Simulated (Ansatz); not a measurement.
The system is Cr.

```xyz
2
Lattice="2.7140 0.0000 0.0000 -1.3570 2.3504 0.0000 0.0000 0.0000 4.4100" Properties=species:S:1:pos:R:3 pbc="T T T"
Cr    1.3570    0.7835    3.3075
Cr    0.0000    1.5669    1.1025
```

This isn't the form of Cr at room conditions, which is bcc.

Base run:

```yaml
Program: Ansatz 0.2.0
Functional: PBE
Potentials_or_basis: Ansatz PAW
Cutoff: "420 eV (not typed: the program's choice for these potentials)"
k_mesh: 9 × 9 × 5
Occupations: fermi-dirac, width 0.05 eV
Spin: collinear spin, ferromagnetic start
Starting_moments: "[0.75, 0.75] μB"
Fixed_moment: 1.5 μB
```

Its results: pressure -25.9 GPa; site moments Cr +0.69 μB.

Q: After a change of settings the same cell gave: pressure 105.7 GPa; site moments Cr +4.86 μB. Which change was it?
A. fixed moment from 1.5 μB to 4.5 μB; moments at the start from [0.75, 0.75] to [2.25, 2.25]
B. fixed moment from 1.5 μB to 3 μB; moments at the start from [0.75, 0.75] to [1.5, 1.5]
C. fixed moment from 1.5 μB to 12 μB; moments at the start from [0.75, 0.75] to [6.0, 6.0]
D. fixed moment from 1.5 μB to 9 μB; moments at the start from [0.75, 0.75] to [4.5, 4.5]

A: C.

Caveats: the total moment is fixed, so each spin has its own Fermi level; the thresholds are loose for stress; a pressure of tens of GPa on the cell as given is suspect, and the run, the potentials or the cell itself is likely at fault (some runs).
